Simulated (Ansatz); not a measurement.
# Sb (Pm-3m) in Ansatz: further runs

The runs below take Sb through single point, with r2SCAN50, HF.

All numbers are computed with Ansatz 0.2.0; they aren't measurements. Logs are shortened: lines on timing, memory, paths and dates and some standing lists are left out, and cuts for length are marked.

### 1 The structure

Symmetry: Pm-3m, No. 221, cubic system. Conventional cell: a = 3.160 Å, b = 3.160 Å, c = 3.160 Å, α = 90.00°, β = 90.00°, γ = 90.00°. Sb (site symmetry m-3m) is surrounded by 6 Sb at 3.16 Å.

This isn't the form of Sb at room conditions, which is rhombohedral.

### 2 Single point, r2SCAN50

File input:

```
crystal:
  lattice:
    - [3.16, 0.0, 0.0]
    - [0.0, 3.16, 0.0]
    - [0.0, 0.0, 3.16]
  atoms:
    - { symbol: Sb, position: [0.0, 0.0, 0.0] }
hamiltonian:
  xc: r2scan50
  pseudopotentials: { kind: paw }
kpoints:
  mp_grid: { grid: [4, 4, 4] }
scf:
  occupations: { method: fermi_dirac, width: 0.05 }
output:
  forces: true
  stress: true
  eigenvalues: true
  write_density: true
  write_potential: true
  elf: true
  volumetric_format: npy
```

Potentials or basis: Ansatz PAW.

Log:

```text
Warning: output.stress: scf.convergence.dr2_threshold = 1e-7 eV (the SCF's general default) is looser than the 1e-10 eV advised for a printed stress (1e-10 eV for each atom of the cell: 1). What an SCF threshold leaves in a stress goes as its square root, and in the free energy as the threshold itself, and one threshold admits the most on a small cell: of the crystals measured, under no hybrid functional and no lock of the moments, on runs that ended without the residual-converged pass, on stresses that held no estimate of that error, the worst erred by over 100 MPa in a component at 1e-7 eV an atom and by under 5 at 1e-10. Set scf.convergence.dr2_threshold to 1e-10 eV or tighter. The threshold is an SCF's pass mark: one that does not reach it within its budget of iterations ends unconverged, or closes short of it on a stop that the run arms, and scf.convergence.dr2_threshold's page says what that costs each kind of run
Warning: output.stress: scf.exx.energy_threshold = 1e-6 eV is looser than the 1e-8 eV advised for a stress under a hybrid functional (1e-8 eV for each atom of the cell: 1). Every SCF of the exchange loop can meet its threshold on dr2 while the loop round them stops early: no threshold on dr2 bounds what that leaves in the stress. Set scf.exx.energy_threshold to 1e-8 eV or tighter. The threshold is the loop's pass mark: a loop that does not reach it within its budget of cycles ends unconverged, and scf.exx.energy_threshold's page has the law
GPUs: using 1 of 1 available (devices: 1).
Engine: ansatz 0.2.0, x86_64-unknown-linux-gnu
Pseudopotentials: kind: paw
Pseudopotential: Sb, paw, valence charge 15, recommended cutoff 500 eV (meta_gga), Sb.paw.azcp
Functional definition: r2SCAN50
  parameter a = 0.5
  parameter k0 = 0.174
  parameter k1 = 0.065
  parameter a1 = 4.9479
  exchange = (1 - a)*r2scan_x(k0 = k0, k1 = k1, a1 = a1) + a*exact_x
  correlation = r2scan_c
device memory: the entry about to start is reckoned to put 0.6 GiB on a device that reports 46.6 GiB free (of which the cap on the GPU budget leaves the run 18.0 GiB)
GPU FFT provider: cuFFT
GPU libraries: cuBLAS 13.8.2, cuFFT 12.4.0, cuSOLVER 12.3.4
Crystal: 1 atoms, lattice volume = 31.554 Å³
Basis set: ecut = 500 eV, 799 PW (Γ), exchange–correlation on 96×96×96 points (64 copies of the dense FFT grid, shifted against one another)
Bands: 12, of which v1, the nominal top of the filled ones, is band 8 counted from 1 (7 counted from 0)
Symmetry: 48 space group operations
Space group: Pm-3m (ITA 221), of the structure as read, at distance tolerance 3.2e-5 Å
k-points: 10 of 64
Non-local potential: Sb, projectors of the file, l = 0: 2, l = 1: 2, l = 2: 2, l = 3: 2
PAW form: soft (Blöchl's): semilocal exchange-correlation on the pseudo side does not see the compensation charge
PAW frozen core: Sb, regenerated for the run's functional, and the local potential with it (the file was generated under x = pbe(κ = 0.804, μ = 0.2195149727645171), c = pbe(β = 0.06672455060314922))
PAW one-centre angular grid: Sb, 590 points (default); XC on 160 Gauss nodes
Initial density: superposition of atomic densities (neutral atoms: chi_scale 0, normalization atom), corrected by the library's trained network
Initial wavefunctions: pseudopotential atomic-orbital guess
GPU buffer pool allocated for 13824 grid points (all kernels)
GPU transforms: local potential and band sums: pruned to the plane-wave sphere, on 24×24×24
[... 49 lines left out ...]
  Residual-converged pass: ⟨swp⟩=1.4  Hψ=124  notcnv=0  max |occ|·‖R‖ = 2.3e-6 eV (tolerance 2.4e-6 eV)  dr2=5.36e-10  dr2_τ=8.81e-13  dr2_onsite=3.92e-12  max |Δocc| = 2.4e-16
hybrid outer 2: dexx = +8.150e-6 eV, tail = 1.42e-7 eV, Δε = 7.88e-3 eV (about 3.29e-4 eV left of the loop's levels)
GPU FFT provider: cuFFT
GPU libraries: cuBLAS 13.8.2, cuFFT 12.4.0, cuSOLVER 12.3.4
GPU buffer pool allocated for 13824 grid points (all kernels)
GPU transforms: local potential and band sums: pruned to the plane-wave sphere, on 24×24×24
Exchange kernel: α = 0.5000, full range, Wigner–Seitz truncation, v(0) = 5475.6669 eV·Å³, q-mesh 4×4×4, nearest image of the exchange supercell L = 12.64 Å, pair-density grid 18×18×18, without the augmentation charges, whose exchange is taken in its separable form by FFT convolution over the k-point mesh (sized by the pseudopotential files, 24×24×24 at the most), smooth part of the exact exchange by density-matrix convolution in up to 978.4 MiB of GPU memory as planned if the GPU has room (build and FFT work areas not counted)
Frozen-core exchange: fock
SCF iter   1: F=—  HF=-6498.270144 eV  |F-HF|=—  |Δ(HF+E_count)|=         —  Δρ=8.26e-7  dr2=5.19e-10  dr2_τ=1.07e-10  ethr=4.72e-9  ⟨swp⟩=4.8  Hψ=285  notcnv=0
preconditioner: auto → none  [insulator: Δε(μ)=2.016 eV  Ē_g=15.930 eV  σ=0.050 eV  W_gap=0.83  n_scr=6 (ndim 8)  ℏωp=14.8 eV  f_vac=0.002  D(μ)=1.04/eV (n_scr^D=6)]
SCF iter   2: F=-6498.270144 eV  HF=-6498.270144 eV  |F-HF|=1.05e-10  |Δ(HF+E_count)|=  6.48e-10  Δρ=7.21e-7  dr2=3.45e-10  dr2_τ=5.40e-12  ethr=1.70e-12  ⟨swp⟩=3.9  Hψ=322  notcnv=0
SCF 4 converged in 2 iterations: F = -6498.270144 eV  dr2 = 3.45e-10
  Residual-converged pass: ⟨swp⟩=1.7  Hψ=143  notcnv=0  max |occ|·‖R‖ = 2.4e-6 eV (tolerance 2.4e-6 eV)  dr2=3.45e-10  dr2_τ=5.40e-12  dr2_onsite=6.57e-11  max |Δocc| = 6.4e-15
hybrid outer 3: dexx = +1.911e-9 eV, tail = 8.91e-10 eV, Δε = 2.52e-4 eV (about 3.41e-5 eV left of the loop's levels), ΔF = 1.31e-29 eV/Å (tail 5.83e-30)
hybrid SCF converged: 3 outer / 17 inner (+6 warm-up), last move |dexx| = 1.91e-9 eV, tail = 8.91e-10 eV
Stability not checked: this state was not tested for a lower state beside it, because the functional holds exact exchange (a hybrid, or Hartree-Fock), whose exchange loop this test does not read (fock_operator; see scf.lower_state_search)
Free energy (F): -6498.270144 eV
Frozen-core exchange: fock
Harris-Foulkes:  -6498.270144 eV  (|F-HF|=1.05e-10)
Internal energy: -6498.261693 eV  (E = F + TS)
E sigma→0 (E₀):  -6498.265919 eV
Entropy (-TS):   -0.008452 eV (-8.452 meV/atom)
Fermi energy:    9.477201 eV
--- Per-component energies (eV) ---
  E_band       = -255.936837
  E_kinetic    = 204.361410
  E_local      = -1608.127342  (includes V_loc(G=0)·N_el)
  E_nonlocal   = 361.375362
  E_hartree    = 727.052087
  E_xc         = -70.198983
  E_vxc        = -54.953029  (∫ρ·V_xc dr)
  E_exx        = -92.826535  (= α·E_x^exact, valence–valence)
  E_paw        = -4565.661189  (= ΣΔE_a)
  E_vpaw       = -429.730664  (= ΣTr[D̂ρ^β])
  E_aug_tail   = -0.000001  (compensation charges beyond the density's cutoff)
  E_vtau       = 2.686691  (kinetic-family band-sum trace: ∫τ·v_τ [+ j·A + Jᵃ·Aᵃ] dr)
  E_ewald      = -1454.528087
  E_core_change = 0.291585  (= ΣΔE_core)
  E_smearing   = -0.008452  (= −TS)
  E_closure    = -0.000000  (closes the sum)
  Σ components = -6498.270144   (vs F -6498.270144, Δ=0.00e0)
--- Forces (eV/Å), atoms counted from 1 ---
  atom   1  Sb     0.00000000     0.00000000     0.00000000
  max |Σ_I F_I| component: 1.05e-30 eV/Å
--- Stress (GPa, compression-positive) ---
       -7.936016       0.000000       0.000000
        0.000000      -7.936016       0.000000
        0.000000       0.000000      -7.936016
  P = ⅓ Tr σ = -7.9360 GPa (-79.360 kbar)
--- Band table (eV; the first three rows and the last of 10) ---
  k-point 0: bands = ["-26.6710", "-26.6710", "-26.4830", "-26.4830", "-26.4830", "-7.0751", "13.4483", "13.4483", "13.4483", "17.6621", "17.6621", "18.9777"]
  k-point 1: bands = ["-26.6667", "-26.5962", "-26.5071", "-26.5071", "-26.4801", "-6.0085", "5.6221", "14.4574", "14.4574", "18.5603", "19.4591", "25.3407"]
  k-point 2: bands = ["-26.6615", "-26.5307", "-26.5307", "-26.5221", "-26.4774", "-4.1947", "1.1448", "15.9578", "15.9578", "20.4151", "21.7334", "22.8582"]
  k-point 9: bands = ["-26.5790", "-26.5790", "-26.5790", "-26.4311", "-26.4311", "2.9141", "6.2021", "6.2021", "6.2021", "15.5338", "15.5338", "15.5338"]
```

v_z.tsv:

```text
# z_ang	v_es[eV]	v_tot[eV]
# format = ansatz-planar-average/11
# xc	r2scan50
# density_cutoff_ev	2000
# datasets	Sb=:simpson_from_first_knot:soft:fock:shift=0
# lattice	3.160000000	0.000000000	0.000000000
# lattice	0.000000000	3.160000000	0.000000000
# lattice	0.000000000	0.000000000	3.160000000
# sites	1
# site	51	0.000000000	0.000000000	0.000000000
0.000000	-4.727123e-2	-7.361773e0
0.131667	9.835767e-2	-7.157340e0
0.263333	5.494788e-1	-6.534696e0
0.395000	1.339911e0	-5.483679e0
0.526667	2.503854e0	-3.962962e0
0.658333	4.042928e0	-2.054255e0
[... 16 lines left out ...]
2.896667	5.494788e-1	-6.534696e0
3.028333	9.835767e-2	-7.157340e0
```

Wall time 12 s (1 × NVIDIA H100 80GB HBM3 with 2 threads of AMD EPYC 7R13 (Zen 3), shared host); peak memory 1.3 GiB.

What came out:

- Free energy: -6498.2701 eV
- Pressure: -7.9 GPa
- Band gap on the k mesh: none (metal or under the smearing width)

Caveat: the k mesh is coarse (spacing up to 0.50 Å⁻¹), so the values aren't converged, least of all with exact exchange; the PAW data sets come from PBE, with cores solved anew for the run's functional, which leaves a small shift of forces and pressure; the thresholds are loose for stress. Spin-orbit coupling is left out, which matters for the levels of Sb.

### 3 Single point, HF

Changes to input since step 2:

```diff
@@ -8,3 +8,3 @@
 hamiltonian:
-  xc: r2scan50
+  xc: hf
   pseudopotentials: { kind: paw }
@@ -18,5 +18 @@
   eigenvalues: true
-  write_density: true
-  write_potential: true
-  elf: true
-  volumetric_format: npy
```

Potentials or basis: Ansatz PAW.

Wall time 16 s (1 × NVIDIA H100 80GB HBM3 with 2 threads of AMD EPYC 7R13 (Zen 3), shared host); peak memory 1.2 GiB.

Results (log left out):

```yaml
Free_energy: -6422.4349 eV
Pressure: -4.0 GPa
Band_gap_on_the_k_mesh: none (metal or under the smearing width)
```

Levels at points of the mesh, in eV from the Fermi level:
| k point | band 5 | band 6 | band 7 | band 8 | band 9 | band 10 |
| --- | --- | --- | --- | --- | --- | --- |
| (0.00, 0.00, 0.00) | -41.97 | -20.60 | 4.90 | 4.90 | 4.90 | 9.06 |
| (0.00, 0.00, -0.50) | -41.96 | -17.15 | -11.16 | 7.99 | 7.99 | 12.25 |
| (0.00, -0.50, -0.50) | -41.93 | -12.82 | -7.82 | -7.82 | 3.96 | 10.76 |
| (-0.50, -0.50, -0.50) | -41.92 | -7.82 | -4.98 | -4.98 | -4.98 | 7.16 |

Caveat: the k mesh is coarse (spacing up to 0.50 Å⁻¹), so the values aren't converged, least of all with exact exchange; the PAW data sets come from PBE, with cores solved anew for the run's functional, which leaves a small shift of forces and pressure; the thresholds are loose for stress.
